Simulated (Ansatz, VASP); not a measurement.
## One calculation of SnTe, two programs

POSCAR

```
SnTe
1.0
    0.0000000000      3.1508500000      3.1508500000
    3.1508500000      0.0000000000      3.1508500000
    3.1508500000      3.1508500000      0.0000000000
Sn Te
1 1
Direct
    0.0000000000      0.0000000000      0.0000000000
    0.5000000000      0.5000000000      0.5000000000
```

INCAR.step1

```
SYSTEM = SnTe
PREC = Accurate
ENCUT = 520
ISMEAR = 1
SIGMA = 0.02
LREAL = .False.
LASPH = .True.
NELM = 100
NBANDS = 17
GGA = PE
ALGO = Normal
EDIFF = 1E-4
LWAVE = .True.
LCHARG = .False.
```

Contents of INCAR.step2:

```
SYSTEM = SnTe
PREC = Accurate
ENCUT = 520
EDIFF = 1E-6
ISMEAR = 1
SIGMA = 0.02
LREAL = .False.
LASPH = .True.
NELM = 100
ALGO = Normal
ISIF = 2
LWAVE = .False.
LCHARG = .True.
METAGGA = R2SCAN
LMIXTAU = .True.
LELF = .True.
LVHAR = .True.
NBANDS = 17
ISTART = 1
```

File KPOINTS:

```
regular mesh
0
Gamma
  6 6 6
  0 0 0
```

Input for Ansatz:

```yaml
crystal:
  lattice:
    - [0.0, 3.15085, 3.15085]
    - [3.15085, 0.0, 3.15085]
    - [3.15085, 3.15085, 0.0]
  atoms:
    - { symbol: Sn, position: [0.0, 0.0, 0.0] }
    - { symbol: Te, position: [0.5, 0.5, 0.5] }
kpoints:
  mp_grid:
    grid: [6, 6, 6]
hamiltonian:
  xc: r2scan
  pseudopotentials:
    kind: paw
scf:
  occupations:
    method: methfessel_paxton
    width: 0.02
output:
  stress: true
```

Alike in both runs: task single point; functional r2SCAN; k mesh 6 × 6 × 6; occupations methfessel-paxton of order 1, width 0.02 eV; no spin polarisation.

```csv
,VASP,Ansatz
version,VASP 6.6.1,Ansatz 0.2.0
potentials or method,"VASP PAW PBE potentials, release 64 (Sn_d, Te)","plane waves, PAW"
plane-wave cutoff (eV),520,500
valence electrons in the cell,20,30
```

```tsv
	VASP	Ansatz	Ansatz less VASP
pressure (GPa)	1.8	1.8	0.00
```

With one functional, cell and mesh, what is left measures potentials, basis and numerics. The two sets of potentials don't hold the same shells in valence.

Caveats: the PAW data sets were made with another functional, which shifts forces and pressure a little (VASP).
